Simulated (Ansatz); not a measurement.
# VH2: further runs on the relaxed cell

An exercise on one series of results from a longer session: the logs are not shown, and one member is left open.

Method: DFT PBEsol, scalar-relativistic, plane waves, PAW, in Ansatz 0.2.0.

2 further runs of the same task are left out: 2 set aside as unsound or not needed.

## The structure to begin with

Symmetry: Fm-3m, No. 225, cubic system. The conventional cell has a = 4.164 Å, b = 4.164 Å, c = 4.164 Å, α = 90.00°, β = 90.00°, γ = 90.00°. Around V (site symmetry m-3m) lie 8 H at 1.80 Å. Around H (site symmetry -43m) lie 4 V at 1.80 Å.

Structure file:

```
V H
1.0
     0.00000    2.08209    2.08209
     2.08209    0.00000    2.08209
     2.08209    2.08209    0.00000
V H
1 2
Cartesian
  0.0000 0.0000 0.0000
  1.0410 1.0410 1.0410
  3.1231 3.1231 3.1231
```

It is the result of an earlier relaxation at this level (volume 6.02 Å³/atom; gap on the mesh: none (metal)).

The first run:

Contents of input.yaml:

```yaml
crystal:
  lattice:
    - [0.0, 2.0820882353, 2.0820882353]
    - [2.0820882353, 0.0, 2.0820882353]
    - [2.0820882353, 2.0820882353, 0.0]
  atoms:
    - { symbol: V, position: [0.0, 0.0, 0.0] }
    - { symbol: H, position: [0.25, 0.25, 0.25] }
    - { symbol: H, position: [0.75, 0.75, 0.75] }
basis:
  ecutwfc: 420
kpoints:
  mp_grid: { grid: [18, 18, 18] }
  band_path:
    path:
      - [[0.0, 0.0, 0.0], [0.5, 0.0, 0.5], [0.625, 0.25, 0.625]]
      - [[0.375, 0.375, 0.75], [0.0, 0.0, 0.0], [0.5, 0.5, 0.5], [0.5, 0.25, 0.75], [0.5, 0.0, 0.5]]
    npoints: 14
hamiltonian:
  xc: pbesol
scf:
  occupations: { method: gaussian, width: 0.1 }
  n_extra_bands: 7
output:
  forces: true
  stress: true
  eigenvalues: true
  populations: true
  dos: { projected: true, de: 0.02, nscf_kmesh: { grid: [27, 27, 27] } }
  bader: true
  write_density: true
  write_potential: true
  elf: true
  volumetric_format: npy
```

Started as:

```
> ansatz run input.yaml --threads 1 --pin off --max-ram 2560MiB --backend cpu --events-out ev --progress --plain --runs-dir out
```

Steps of the session up to this table: Bands, states and charges; The cell scaled to 0.97 of its volume; Point at V/V0 = 1.03; Volume × 0.94; Point at V/V0 = 1.06.

One table of the session follows, with a row left open; its other results are not shown here.

It belongs to the step «Fit of the equation of state». 

```
volume (Å³/atom)  energy above the lowest point (meV/atom)  pressure (GPa)
           5.656                                      14.1           13.29
           5.837                                         ?               ?
           6.017                                       0.0            0.00
           6.198                                       3.1           -5.29
           6.378                                      11.7           -9.85
```

**Question.** Estimate the row for volume (Å³/atom) = 5.837.

Worked estimate for «energy above the lowest point (meV/atom)». A straight line through the neighbours (5.656, 14.1) and (6.017, 0.0) gives 14.1 + (0.0 − 14.1) × (5.837 − 5.656) / (6.017 − 5.656) = 7.0; a parabola fitted to 3 rows on both sides gives 3.7.

The run gave: energy above the lowest point (meV/atom): 3.3; pressure (GPa): 6.14. In «energy above the lowest point (meV/atom)» the line misses by +3.7 and the parabola by +0.4.
